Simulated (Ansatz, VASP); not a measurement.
**Two plane-wave programs on Al2O3**

```xyz
5
Lattice="2.7761 0.0000 0.0000 -1.3880 2.4042 0.0000 0.0000 0.0000 7.5746" Properties=species:S:1:pos:R:3 pbc="T T T"
Al    0.0000    0.0000    2.1054
Al    0.0000    0.0000    5.4693
O     0.0000    1.6028    1.5108
O     1.3880    0.8014    6.0638
O     0.0000    0.0000    3.7873
```

Change from the starting cell: strain -0.080 along x and y, +0.000 along z, atoms carried along.

Alike in both runs: task single point; functional PBEsol; k mesh 12 × 12 × 4; occupations gaussian, width 0.05 eV; no spin polarisation.

|  | VASP | Ansatz |
| --- | --- | --- |
| version | VASP 6.6.1 | Ansatz 0.2.0 |
| potentials or method | VASP PAW PBE potentials, release 64 (Al, O) | scalar-relativistic, plane waves, PAW |
| plane-wave cutoff (eV) | 520 | 420 |
| valence electrons in the cell | 24 | 24 |

Ansatz gave:

* gap on the k mesh at the Fermi level (eV): 2.41
* least direct gap on the mesh (eV): 2.41
* pressure (GPa): 31.1
* largest component of the traceless stress (GPa): 29.43
* rms of the force components (eV/Å): 1.074

Problem. Estimate VASP's values.

Solution. gap on the k mesh at the Fermi level (eV): 2.43; least direct gap on the mesh (eV): 2.43; pressure (GPa): 32.1; largest component of the traceless stress (GPa): 29.41; rms of the force components (eV/Å): 1.061.

Atom by atom the forces differ by 0.028 eV/Å (rms over components).

Caveats: so large a pressure means that the cell lies far from this level's equilibrium, or that cutoff or potentials fall short (VASP); the potentials were made for another functional, which shifts forces and pressure (VASP). A k mesh can miss the band edges.
